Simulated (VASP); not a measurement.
# Pd (P6_3/mmc) in VASP: notebook, part 2 of 2

VASP 6.6.1.

### 5 Single point, PBEsol

INCAR

```
SYSTEM = Pd
PREC = Accurate
ENCUT = 900
EDIFF = 1E-6
ISMEAR = 0
SIGMA = 0.1
LREAL = .FALSE.
LASPH = .TRUE.
NELM = 80
ALGO = Fast
ISIF = 2
LWAVE = .FALSE.
LCHARG = .FALSE.
GGA = PS
```

KPOINTS

```
regular mesh
0
G
  18 18 10
  0 0 0
```

POSCAR

```
Pd
1.0
    2.7179600000      0.0000000000      0.0000000000
   -1.3589800000      2.3538200000      0.0000000000
    0.0000000000      0.0000000000      4.5622200000
Pd
2
Direct
    0.3333300000      0.6666700000      0.2500000000
    0.6666700000      0.3333300000      0.7500000000
```

Command:

```console
cat potpaw_PBE.64/Pd/POTCAR > POTCAR
mpirun -np 1 vasp_std > vasp.out
```

Wall time 6.2 min (1 thread of Intel Xeon Platinum 8259CL at 2.50GHz (Skylake/Cascade Lake), shared host); peak memory 0.56 GiB.

The run converged. Its results:

| Quantity | Value |
| --- | --- |
| Free energy | -11.8604 eV |
| Pressure | 0.2 GPa |
| Band gap on the k mesh | none (metal or under the smearing width) |

Levels at points of the mesh, in eV from the Fermi level:
```
           k point  band 8  band 9  band 10  band 11  band 12  band 13
(0.00, 0.00, 0.00)   -1.67   -1.67    -0.23    -0.23     0.66     6.93
(0.50, 0.00, 0.00)    0.03    0.05     0.24     2.61     4.60     9.68
(0.50, 0.50, 0.00)    0.03    0.05     0.24     2.61     4.60     9.68
(0.00, 0.00, 0.50)   -2.85   -0.71    -0.71    -0.71    -0.71    13.96
(0.50, 0.00, 0.50)   -0.50    0.16     0.16     2.59     2.59     8.35
(0.50, 0.50, 0.50)   -0.50    0.16     0.16     2.59     2.59     8.35
```

Caveat: the PAW data sets were made with another functional, which shifts forces and pressure a little.

### 6 Single point, r2SCAN

INCAR

```
SYSTEM = Pd
PREC = Accurate
ENCUT = 520
EDIFF = 1E-6
ISMEAR = 0
SIGMA = 0.1
LREAL = .FALSE.
LASPH = .TRUE.
NELM = 80
ALGO = Normal
ISIF = 2
LWAVE = .FALSE.
LCHARG = .FALSE.
METAGGA = R2SCAN
LMIXTAU = .TRUE.
```

KPOINTS is that of step 5.

POSCAR is that of step 5.

Potentials or basis: VASP PAW PBE potentials, release 64 (Pd).

Command:

```console
cat potpaw_PBE.64/Pd/POTCAR > POTCAR
mpirun -np 1 vasp_std > vasp.out
```

OUTCAR:

```text
SYSTEM = Pd
   PREC = Accurate
   ENCUT = 520
   EDIFF = 1E-6
   ISMEAR = 0
   LREAL = .FALSE.
   LASPH = .TRUE.
   NELM = 80
   ISIF = 2
   METAGGA = R2SCAN

 ion  position               nearest neighbor table
   1  0.333  0.667  0.250-   2 2.77   2 2.77   2 2.77   2 2.77   2 2.77   2 2.77
   2  0.667  0.333  0.750-   1 2.77   1 2.77   1 2.77   1 2.77   1 2.77   1 2.77

  LATTYP: Found a hexagonal cell.
 ALAT       =     2.7179600000
 C/A-ratio  =     1.6785456740

  Lattice vectors:

 A1 = (   2.7179600000,   0.0000000000,   0.0000000000)
 A2 = (  -1.3589800000,   2.3538200000,   0.0000000000)
 A3 = (   0.0000000000,   0.0000000000,   4.5622200000)

Analysis of symmetry for initial positions (statically):
=====================================================================
 Subroutine PRICEL returns:
 Original cell was already a primitive cell.

 Routine SETGRP: Setting up the symmetry group for a
 hexagonal supercell.

 Subroutine GETGRP returns: Found  8 space group operations
 (whereof  4 operations were pure point group operations)
 out of a pool of 24 trial point group operations.

The static configuration has the point symmetry C_2h.
 The point group associated with its full space group is D_2h.

Analysis of symmetry for dynamics (positions and initial velocities):
=====================================================================
 Subroutine PRICEL returns:
 Original cell was already a primitive cell.

 Routine SETGRP: Setting up the symmetry group for a
 hexagonal supercell.

 Subroutine GETGRP returns: Found  8 space group operations
 (whereof  4 operations were pure point group operations)
 out of a pool of 24 trial point group operations.

The dynamic configuration has the point symmetry C_2h.
 The point group associated with its full space group is D_2h.

 Subroutine INISYM returns: Found  8 space group operations
 (whereof  4 operations are pure point group operations),
 and found     1 'primitive' translations

[... 120 lines left out ...]
   LHFCALC =     F    Hartree Fock is set to
   AEXX    =    0.0000 exact exchange contribution
   IVDW    =     0    specifies the selected vdW correction
   LEPSILON=     F    determine dielectric tensor
   LRPA    =     F    only Hartree local field effects (RPA)
 non-spin polarized calculation
 Gauss-broadening in eV      SIGMA  =   0.10
  energy-cutoff  :      520.00
  volume of cell :       29.19
 maximum number of plane-waves:       804
   NGX = 11   NGY = 11   NGZ = 17

 number of electron      19.9999997 magnetization

 Free energy of the ion-electron system (eV)
  ---------------------------------------------------
  ext. energy  EPLUGINS =         0.00000000
  ---------------------------------------------------
  free energy    TOTEN  =       -45.81833339 eV

  energy without entropy =      -45.79392425  energy(sigma->0) =      -45.80612882

 E-fermi :   9.7994     XC(G=0): -14.2050

 val. band max:        9.7988839268   @ k =  -0.4444   0.2778   0.2000
 cond. band min:       9.7996279923   @ k =  -0.2222   0.1667   0.5000
 fundamental gap:      0.0007440654
 Fermi energy:         9.7994193841

 k-point     1 :       0.0000    0.0000    0.0000
  band No.  band energies     occupation
      1       2.5160      2.00000
      2       4.2664      2.00000
      3       6.6676      2.00000
      4       6.9088      2.00000
      5       6.9088      2.00000
      6       7.2686      2.00000
      7       7.2686      2.00000
      8       8.0542      2.00000
      9       8.0543      2.00000
     10       9.5228      1.99991
     11       9.5229      1.99991
     12      10.8184      0.00000
     13      17.1608      0.00000
     14      27.8974      0.00000
[... 377 lines left out ...]
      1       3.2325      2.00000
      2       4.7483      2.00000
      3       6.3234      2.00000
      4       7.0179      2.00000
      5       7.2361      2.00000
      6       7.3499      2.00000
      7       7.4239      2.00000
      8       7.6669      2.00000
      9       7.7663      2.00000
     10       8.2258      2.00000
     11       9.6128      1.99170
     12      13.2922      0.00000
     13      17.1916      0.00000
     14      27.3941      0.00000

 [... further k-points ...]
[... 5 lines left out ...]
  --------------------------------------------------------------------------------------
  -------------------------------------------------------------------------------------
  Total        1.1013606      1.1014542      1.1844231      0.0000830      0.0000000      0.0000000
  in kB       60.4571406     60.4622770     65.0166980      0.0045553      0.0000000      0.0000000
  external PRESSURE =      61.9787052 kB  Pullay stress =       0.0000000 kB

 VOLUME and BASIS-vectors are now :
 -----------------------------------------------------------------------------
  energy-cutoff  :      520.00
  volume of cell :       29.19
      direct lattice vectors                 reciprocal lattice vectors
     2.717960000  0.000000000  0.000000000     0.367923001  0.212420661  0.000000000
    -1.358980000  2.353820000  0.000000000     0.000000000  0.424841322  0.000000000
     0.000000000  0.000000000  4.562220000     0.000000000  0.000000000  0.219191534

 POSITION                                       TOTAL-FORCE (eV/Angst)
 -----------------------------------------------------------------------------------
     -0.00001      1.56922      1.14055         0.000023     -0.000013      0.000000
      1.35899      0.78460      3.42166        -0.000023      0.000013     -0.000000
 -----------------------------------------------------------------------------------
    total drift:                                0.000000     -0.000000      0.000000

  FREE ENERGIE OF THE ION-ELECTRON SYSTEM (eV)
  ---------------------------------------------------
  free  energy   TOTEN  =       -45.8183333899 eV

  energy  without entropy=      -45.7939242526  energy(sigma->0) =      -45.80612882
```

Wall time 14 min (1 thread of Intel Xeon Platinum 8259CL at 2.50GHz (Skylake/Cascade Lake), shared host); peak memory 0.32 GiB.

Results:

* Free energy: -45.8183 eV
* Pressure: 6.2 GPa
* Band gap on the k mesh: none (metal or under the smearing width)

Stress tensor (GPa, compression positive):
```
6.05 0.00 0.00
0.00 6.05 0.00
0.00 0.00 6.50
```

Caveat: the PAW data sets were made with another functional, which shifts forces and pressure a little.

### 7 The runs side by side

```csv
level,k mesh,cutoff (eV),smearing,further INCAR settings,gap on the mesh (eV),pressure (GPa)
PBEsol,18 × 18 × 10,700,gaussian 0.1 eV,ALGO = Fast; EDIFF = 1e-06,none,0.2
PBEsol,27 × 27 × 14,520,gaussian 0.1 eV,ALGO = Fast; EDIFF = 1e-06,none,0.1
PBEsol,18 × 18 × 10,520,gaussian 0.5 eV,ALGO = Fast; EDIFF = 1e-06,none,1.1
PBEsol,18 × 18 × 10,900,gaussian 0.1 eV,ALGO = Fast; EDIFF = 1e-06,none,0.2
r2SCAN,18 × 18 × 10,520,gaussian 0.1 eV,ALGO = Normal; EDIFF = 1e-06,none,6.2
```

Alike in all rows: task single point; potentials or basis VASP PAW PBE potentials, release 64 (Pd); no spin polarisation; cell as given.

Every run on the cell as given and a fine mesh finds a metal. The pressure there spans 0.1 GPa (PBEsol) to 6.2 GPa (r2SCAN); a positive pressure means that this level wants a larger cell, a negative one a smaller.

Caveats: the PAW data sets were made with another functional, which shifts forces and pressure a little.

Total energies depend on the potentials used, so only differences within one code and one set of settings carry meaning.
